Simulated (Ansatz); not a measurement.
# SiO2: ab initio molecular dynamics

All numbers below come from DFT PBE, scalar-relativistic, plane waves, PAW (Ansatz 0.2.0). Settings: plane waves to 420 eV, k-mesh 2×2×2 (shifted by 0.5, 0.5, 0.5 steps), Fermi–Dirac smearing 0.1 eV. The mesh is coarse. No spin polarisation.

18 atoms, starting at 1.04 times the perfect crystal's volume (space group Fd-3m, not the usual structure, the cell as given, not relaxed at this level); Langevin thermostat at 1200 K (friction 0.05 fs⁻¹), fixed cell; 71 steps of 4 fs. The run is short and not equilibrated. The time step is on the long side.

First frame:

```xyz
18
Lattice="0.0000 3.6068 -3.6068 7.2137 0.0000 0.0000 -3.6068 -7.2137 -3.6068" Properties=species:S:1:pos:R:3 pbc="T T T"
Si    3.6068    0.0000    0.0000
Si    3.6068   -3.6068   -3.6068
Si    0.0000    0.0000   -3.6068
Si    1.8034   -1.8034   -5.4103
Si    5.4103   -1.8034   -1.8034
Si    1.8034    1.8034   -1.8034
O     0.9017   -2.7051   -6.3120
O     4.5086   -2.7051   -2.7051
O     0.9017    0.9017   -2.7051
O     4.5086   -0.9017   -0.9017
O    -2.7051   -4.5086   -4.5086
O     0.9017   -0.9017   -4.5086
O     2.7051    2.7051   -2.7051
O     2.7051   -4.5086   -2.7051
O    -0.9017   -0.9017   -2.7051
O     2.7051    0.9017   -0.9017
O     2.7051   -2.7051   -4.5086
O    -0.9017    0.9017   -4.5086
```

```
Mean temperature over the second half                                                                                                                                                                                                                     : 1101 K
Mean pressure over the second half (kinetic part included)                                                                                                                                                                                                : 0.8 GPa
Mean potential energy above the perfect crystal (as given, at volume ratio 1; besides heat the difference comes from the volume, 4 % larger, and the crystal's own pressure of 26.8 GPa; its own run had another smearing, without effect beside its gap) : -23 meV/atom
Mean-square drift of O from first to last step (mean shift of all atoms removed)                                                                                                                                                                          : 0.17 Å²
Mean-square drift of Si from first to last step (mean shift of all atoms removed)                                                                                                                                                                         : 0.02 Å²
```

Pair distribution functions g(r), second half of the run, up to half the cell's height:

| r (Å) | O-O | O-Si |
| --- | --- | --- |
| 1.35 | 0.0 | 0.0 |
| 1.45 | 0.0 | 0.2 |
| 1.55 | 0.0 | 8.8 |
| 1.65 | 0.0 | 14.5 |
| 1.75 | 0.0 | 4.0 |
| 1.85 | 0.0 | 0.4 |
| 1.95 | 0.0 | 0.0 |
| 2.05 | 0.0 | 0.0 |
| 2.15 | 0.0 | 0.0 |
| 2.25 | 0.1 | 0.0 |
| 2.35 | 0.2 | 0.0 |

Along the run (potential energy from its first value; pressure with the kinetic part):

| t (fs) | T (K) | ΔE_pot (meV/atom) | P (GPa) |
| --- | --- | --- | --- |
| 0.0 | 1133 | 0.0 | 18.9 |
| 8.0 | 776 | 59.9 | 19.2 |
| 16.0 | 874 | 53.8 | 17.9 |
| 24.0 | 1290 | 91.4 | 17.4 |
| 32.0 | 1439 | 32.0 | 14.0 |
| 40.0 | 1118 | 55.7 | 11.9 |
| 48.0 | 778 | 88.9 | 10.0 |
| 56.0 | 1593 | 33.5 | 6.5 |
| 64.0 | 1060 | 80.6 | 3.3 |
| 72.0 | 988 | 69.5 | 0.5 |
| 80.0 | 1238 | 61.9 | 0.4 |
| 88.0 | 1171 | 62.5 | 0.3 |
| 96.0 | 1291 | 78.2 | 0.6 |
| 104.0 | 1112 | 89.1 | -0.8 |
| 112.0 | 984 | 58.1 | -2.1 |
| 120.0 | 1125 | 44.9 | -2.5 |
| 128.0 | 1194 | 70.5 | -3.1 |
| 136.0 | 1187 | 27.3 | -4.7 |
| 144.0 | 1595 | 85.5 | -0.3 |
| 152.0 | 1433 | 45.4 | 1.7 |
| 160.0 | 1004 | 42.0 | 1.6 |
| 168.0 | 720 | 81.6 | 1.1 |
| 176.0 | 1059 | 68.8 | 1.0 |
| 184.0 | 886 | 75.5 | 1.6 |
| 192.0 | 814 | 31.0 | -0.6 |
| 200.0 | 1267 | 18.1 | -1.4 |
| 208.0 | 1291 | 49.5 | -2.3 |
| 216.0 | 1222 | 65.2 | -3.3 |
| 224.0 | 1135 | 18.0 | -4.7 |
| 232.0 | 1115 | 61.3 | -2.8 |
| 240.0 | 1285 | 42.9 | -1.6 |
| 248.0 | 908 | 39.1 | 1.0 |
| 256.0 | 1085 | 42.9 | 2.1 |
| 264.0 | 1110 | 124.2 | 5.7 |
| 272.0 | 1173 | 73.1 | 5.2 |
| 280.0 | 1048 | 125.2 | 8.6 |

Cost: 1 run of about 17 core-minutes (earlier runs that led there not counted), on Arm Neoverse N1 (shared hosts).